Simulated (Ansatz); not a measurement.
System: LaAlO₃ (model structure, started from the R-3c-perovskite type, R-3c, No. 167, 10 atoms in the cell). Method: r²SCAN (Ansatz, a program for electronic structure, plane waves, PAW).

Run with plane-wave cutoff 560 eV, 8×8×8 k mesh, Fermi–Dirac smearing 0.01 eV, scalar-relativistic PAW data made under PBE.

Cell (relaxed at this level):

Space group R-3c, hexagonal axes (No. 167); a = b = 5.3668 Å, c = 13.1075 Å, α = β = 90.00°, γ = 120.00°

```json
[
 {"atom": "La", "site": "6a", "symmetry": "32", "x": "0.0000", "y": "0.0000", "z": "0.2500"},
 {"atom": "Al", "site": "6b", "symmetry": "-3.", "x": "0.0000", "y": "0.0000", "z": "0.0000"},
 {"atom": "O", "site": "18e", "symmetry": ".2", "x": "0.4706", "y": "0.4706", "z": "0.2500"}
]
```
(The calculation used a cell of 10 atoms; values per cell refer to that cell.)

Q: What does this level give for the band gap and bulk modulus B0?

A: 
- band gap = 4.38 eV (on the SCF k mesh)
- bulk modulus B0 = 201 GPa

Note: the bulk modulus is −V dP/dV from two relaxed cells at ±2 % in volume.

Spin–orbit coupling is not included.

Cost on a shared machine: about 3 core-minutes (a rough figure).

A model structure was made by putting elements into a prototype or built by hand; here it ended with the formula and space group of a phase in our tables.
